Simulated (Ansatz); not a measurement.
# AlRu: energy and stress against strain

This session takes AlRu and sets out to strain the cell along the Voigt pattern (0, 0, 0, 0, 1, 0).

Program: Ansatz 0.2.0. Level of theory: DFT PBE, scalar-relativistic, plane waves, PAW. These are calculated values, not measurements.

**1. The starting structure**

It takes space group Pm-3m (No. 221, cubic). The conventional cell has a = 2.992 Å, b = 2.992 Å, c = 2.992 Å, α = 90.00°, β = 90.00°, γ = 90.00°. Al (site symmetry m-3m) is surrounded by 8 Ru at 2.59 Å. Ru (site symmetry m-3m) is surrounded by 8 Al at 2.59 Å.

Coordinates:

```cif
data_structure
_symmetry_space_group_name_H-M 'Pm-3m'
_symmetry_Int_Tables_number 221
_cell_length_a 2.9916
_cell_length_b 2.9916
_cell_length_c 2.9916
_cell_angle_alpha 90.000
_cell_angle_beta 90.000
_cell_angle_gamma 90.000
_cell_volume 26.77
loop_
_atom_site_label
_atom_site_type_symbol
_atom_site_symmetry_multiplicity
_atom_site_Wyckoff_symbol
_atom_site_fract_x
_atom_site_fract_y
_atom_site_fract_z
_atom_site_occupancy
Al1 Al 1 a 0.00000 0.00000 0.00000 1
Ru1 Ru 1 b 0.50000 0.50000 0.50000 1
```

No relaxation comes first: the listed cell is the starting point.

**2. The reference cell**

The reference gives a free energy of -6417.4732 eV, pressure 2.63 GPa, largest force 0.000 eV/Å and gap on the mesh none (metal). It was computed beforehand with the settings of the runs below.

**3. Next: energy and stress against strain**

The cell is strained by ε times the Voigt pattern (0, 0, 0, 0, 1, 0) (xx, yy, zz, yz, xz, xy; engineering shear), with fractional coordinates fixed (clamped ions). The stress on the pattern is the sum of the stress components weighted by it, tension positive.

**4. At ε = -0.0600**

The input, input.yaml:

```yaml
crystal:
  lattice:
    - [2.9916, 0.0, -0.089748]
    - [0.0, 2.9916, 0.0]
    - [-0.089748, 0.0, 2.9916]
  atoms:
    - { symbol: Al, position: [0.0, 0.0, 0.0] }
    - { symbol: Ru, position: [0.5, 0.5, 0.5] }
basis:
  ecutwfc: 420
kpoints:
  mp_grid: { grid: [16, 16, 16] }
hamiltonian:
  xc: pbe
scf:
  occupations: { method: gaussian, width: 0.15 }
output:
  forces: true
  stress: true
  eigenvalues: true
```

Run with:

```bash
$ ansatz run input.yaml --threads 1 --pin off --max-ram 2560MiB --backend cpu --events-out ev --progress --plain --runs-dir out
```

**5. ε = 0.0450**

input.yaml: that of step 4 with these lines changed.

```diff
@@ -2,5 +2,5 @@
   lattice:
-    - [2.9916, 0.0, -0.089748]
+    - [2.9916, 0.0, 0.067311]
     - [0.0, 2.9916, 0.0]
-    - [-0.089748, 0.0, 2.9916]
+    - [0.067311, 0.0, 2.9916]
   atoms:
```

**6. ε = -0.0300**

input.yaml: that of step 5 with these lines changed.

```diff
@@ -2,5 +2,5 @@
   lattice:
-    - [2.9916, 0.0, 0.067311]
+    - [2.9916, 0.0, -0.044874]
     - [0.0, 2.9916, 0.0]
-    - [0.067311, 0.0, 2.9916]
+    - [-0.044874, 0.0, 2.9916]
   atoms:
```

**7. ε = 0.0150**

input.yaml: that of step 6 with these lines changed.

```diff
@@ -2,5 +2,5 @@
   lattice:
-    - [2.9916, 0.0, -0.044874]
+    - [2.9916, 0.0, 0.022437]
     - [0.0, 2.9916, 0.0]
-    - [-0.044874, 0.0, 2.9916]
+    - [0.022437, 0.0, 2.9916]
   atoms:
```

**8. At ε = 0.0525**

input.yaml: that of step 7 with these lines changed.

```diff
@@ -2,5 +2,5 @@
   lattice:
-    - [2.9916, 0.0, 0.022437]
+    - [2.9916, 0.0, 0.0785295]
     - [0.0, 2.9916, 0.0]
-    - [0.022437, 0.0, 2.9916]
+    - [0.0785295, 0.0, 2.9916]
   atoms:
@@ -20 +20,5 @@
   eigenvalues: true
+  write_density: true
+  write_potential: true
+  elf: true
+  volumetric_format: npy
```

**9. Point ε = 0.0375**

input.yaml: that of step 8 with these lines changed.

```diff
@@ -2,5 +2,5 @@
   lattice:
-    - [2.9916, 0.0, 0.0785295]
+    - [2.9916, 0.0, 0.0560925]
     - [0.0, 2.9916, 0.0]
-    - [0.0785295, 0.0, 2.9916]
+    - [0.0560925, 0.0, 2.9916]
   atoms:
```

**10. ε = 0.0225**

input.yaml: that of step 9 with these lines changed.

```diff
@@ -2,5 +2,5 @@
   lattice:
-    - [2.9916, 0.0, 0.0560925]
+    - [2.9916, 0.0, 0.0336555]
     - [0.0, 2.9916, 0.0]
-    - [0.0560925, 0.0, 2.9916]
+    - [0.0336555, 0.0, 2.9916]
   atoms:
```

**11. At ε = 0.0075**

input.yaml: that of step 10 with these lines changed.

```diff
@@ -2,5 +2,5 @@
   lattice:
-    - [2.9916, 0.0, 0.0336555]
+    - [2.9916, 0.0, 0.0112185]
     - [0.0, 2.9916, 0.0]
-    - [0.0336555, 0.0, 2.9916]
+    - [0.0112185, 0.0, 2.9916]
   atoms:
@@ -20,5 +20 @@
   eigenvalues: true
-  write_density: true
-  write_potential: true
-  elf: true
-  volumetric_format: npy
```

(Steps that only read results are left out.)

**Question.** What will these runs give? Wanted: slope of the stress at ε = 0, from the points at -0.0300, 0 and 0.0075.

**Answer**, as computed:

| quantity | value |
| --- | --- |
| slope of the stress at ε = 0, from the points at -0.0300, 0 and 0.0075 | 130 GPa |

In words: The slope of the stress at zero strain, 130 GPa, estimates C55 with clamped ions in this Cartesian frame; letting the atoms relax could not make it stiffer. The step is wide, so higher orders mix in. The reference stands under 2.6 GPa, so this is no zero-stress constant. The undisturbed cell stays the lowest of the sampled points.
